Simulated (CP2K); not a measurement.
Runs of CP2K 2026.2 on Ir. Symmetry: Fm-3m, No. 225, cubic system. Conventional cell: a = 3.831 Å, b = 3.831 Å, c = 3.831 Å, α = 90.00°, β = 90.00°, γ = 90.00°. Around Ir (site symmetry m-3m) lie 12 Ir at 2.71 Å. 

```csv
task,level,potentials or basis,smearing,EPS_DEFAULT,NGRIDS,basis sets,potentials,points a segment of the path (NPOINTS),gap on the mesh (eV),pressure (GPa)
band structure,PBE,POTENTIAL_UZH Ir GTH-PBE-q17; TZVP-MOLOPT-PBE-GTH basis,fermi-dirac 0.01 eV,1.0E-9,5,Ir TZVP-MOLOPT-PBE-GTH-q17,Ir GTH-PBE-q17 of POTENTIAL_UZH,8,none,9.2
band structure,LDA,GTH_POTENTIALS Ir GTH-PADE-q17; TZVP-MOLOPT-PBE-GTH basis,fermi-dirac 0.0259 eV,1.0E-9,4,Ir TZVP-MOLOPT-PBE-GTH-q17,Ir GTH-PADE-q17 of GTH_POTENTIALS,6,none,(a)
band structure,PBEsol,POTENTIAL_UZH Ir GTH-PBE-q17; TZVP-MOLOPT-PBE-GTH basis,fermi-dirac 0.01 eV,1.0E-9,4,Ir TZVP-MOLOPT-PBE-GTH-q17,Ir GTH-PBE-q17 of POTENTIAL_UZH,10,none,-1.7
band structure,PBE,POTENTIAL_UZH Ir GTH-PBE-q17; TZVP-MOLOPT-PBE-GTH basis,fermi-dirac 0.0259 eV,1.0E-10,5,Ir TZVP-MOLOPT-PBE-GTH-q17,Ir GTH-PBE-q17 of POTENTIAL_UZH,10,none,9.2
band structure,r2SCAN,POTENTIAL_UZH Ir GTH-SCAN-q17; TZVP-MOLOPT-SCAN-GTH basis,fermi-dirac 0.05 eV,1.0E-9,5,Ir TZVP-MOLOPT-SCAN-GTH-q17,Ir GTH-SCAN-q17 of POTENTIAL_UZH,6,none,-4.9
band structure,TB-mBJ,POTENTIAL_UZH Ir GTH-PBE-q17; TZVP-MOLOPT-PBE-GTH basis,fermi-dirac 0.05 eV,1.0E-10,5,Ir TZVP-MOLOPT-PBE-GTH-q17,Ir GTH-PBE-q17 of POTENTIAL_UZH,10,none,-
```

Alike in all rows: no spin polarisation; cell as given; k mesh 12 × 12 × 12.

Fill in the values left out.

(a) -18.8.

Caveats: spin-orbit coupling is left out, which moves the levels of the heavy elements; the basis of atomic orbitals isn't converged, which shifts pressures, moduli and gaps; the potentials were made for another functional, which shifts forces and pressure (some runs); so large a pressure means that the cell lies far from this level's equilibrium, or that cutoff or potentials fall short (some runs); this is a model potential without an energy functional, so only levels have meaning (some runs).

A k mesh can miss the band edges, and the runs leave out spin-orbit coupling on Ir.

A gap of «none» marks a metal or a gap under the smearing width.
